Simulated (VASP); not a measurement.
A run of VASP 6.6.1 is set up as follows.

File INCAR:

```
  PREC = Accurate
  ENCUT = 520
  EDIFF = 1E-7
  ISMEAR = -1
  SIGMA = 0.05
  LREAL = False
  LASPH = True
  NELM = 100
  ALGO = Fast
  ISIF = 2
  LWAVE = False
  LCHARG = True
  GGA = PE
  LELF = True
  LVHAR = True
  NBANDS = 15
```

The input KPOINTS:

```
Automatic mesh
0
Gamma
  15 15 15
```

File POSCAR:

```
ZrC
1.0
   -0.0117510500      2.3502100000      2.3502100000
    2.3502100000     -0.0117510500      2.3502100000
    2.3384589500      2.3384589500      0.0000000000
Zr C
1 1
Direct
    0.5000000000      0.5000000000      0.5000000000
    0.0000000000      0.0000000000      0.0000000000
```

Potentials or basis: VASP PAW PBE potentials, release 64 (Zr_sv, C).

The run is started by

```console
$ cat potpaw_PBE.64/Zr_sv/POTCAR potpaw_PBE.64/C/POTCAR > POTCAR
$ mpirun -np 1 vasp_std > vasp.out
```

**Question.** Estimate the band gap on the k mesh.

**Answer.** None (metal or under the smearing width).

**Question.** What does it give for the pressure?

**Answer.** 1.4 GPa.

Stress tensor (GPa, compression positive):
```
1.43 1.54 0.00
1.54 1.43 0.00
0.00 0.00 1.42
```
